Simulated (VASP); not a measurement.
Here is a VASP 6.6.1 calculation.

Contents of INCAR:

```
SYSTEM = MgO
  PREC = Accurate
  ENCUT = 520
  EDIFF = 1E-7
  ISMEAR = 0
  SIGMA = 0.03
  LREAL = .FALSE.
  LASPH = .TRUE.
  NELM = 80
  ALGO = Normal
  ISIF = 2
  LWAVE = .FALSE.
  LCHARG = .FALSE.
  LDIPOL = .TRUE.
  IDIPOL = 3
  DIPOL = 0.5 0.5 0.500
  GGA = PS
  NBANDS = 41
  LVHAR = .TRUE.
  LVACPOTAV = .TRUE.
  ICORELEVEL = 1
  KPAR = 4
```

KPOINTS

```
Automatic mesh
0
G
  9 9 1
  0 0 0
```

File POSCAR:

```
MgO
1.0
    2.9753964400      0.0000000000      0.0000000000
    0.0000000000      2.9753964400      0.0000000000
    0.0000000000      0.0000000000     27.6235380000
Mg O
7 7
Direct
    0.5000000000      0.5000000000      0.2715075800
    0.0000000000      0.0000000000      0.3476717200
    0.5000000000      0.5000000000      0.4238358600
    0.0000000000      0.0000000000      0.5000000000
    0.5000000000      0.5000000000      0.5761641400
    0.0000000000      0.0000000000      0.6523282800
    0.5000000000      0.5000000000      0.7284924200
    0.0000000000      0.0000000000      0.2715075800
    0.5000000000      0.5000000000      0.3476717200
    0.0000000000      0.0000000000      0.4238358600
    0.5000000000      0.5000000000      0.5000000000
    0.0000000000      0.0000000000      0.5761641400
    0.5000000000      0.5000000000      0.6523282800
    0.0000000000      0.0000000000      0.7284924200
```

Potentials or basis: VASP PAW PBE potentials, release 64 (Mg, O).

Run with:

```sh
$ cat potpaw_PBE.64/Mg/POTCAR potpaw_PBE.64/O/POTCAR > POTCAR
$ mpirun -np 4 vasp_std > vasp.out
```

Q: Estimate the ionisation potential of the upper face.

A: 4.86 eV.

Q: Estimate the band gap on the k mesh.

A: 3.41 eV, direct.

Q: Estimate the largest force.

A: 0.463 eV/Å.

Forces on the atoms (eV/Å):
```
Mg   0.000  0.000  0.429
Mg   0.000  0.000  0.005
Mg   0.000  0.000 -0.002
Mg   0.000  0.000  0.000
Mg   0.000  0.000  0.002
Mg   0.000  0.000 -0.005
Mg   0.000  0.000 -0.429
O    0.000  0.000 -0.463
O    0.000  0.000  0.003
O    0.000  0.000  0.003
O    0.000  0.000  0.000
O    0.000  0.000 -0.003
O    0.000  0.000 -0.003
O    0.000  0.000  0.463
```

Caveat: the PAW data sets were made with another functional, which shifts forces and pressure a little.
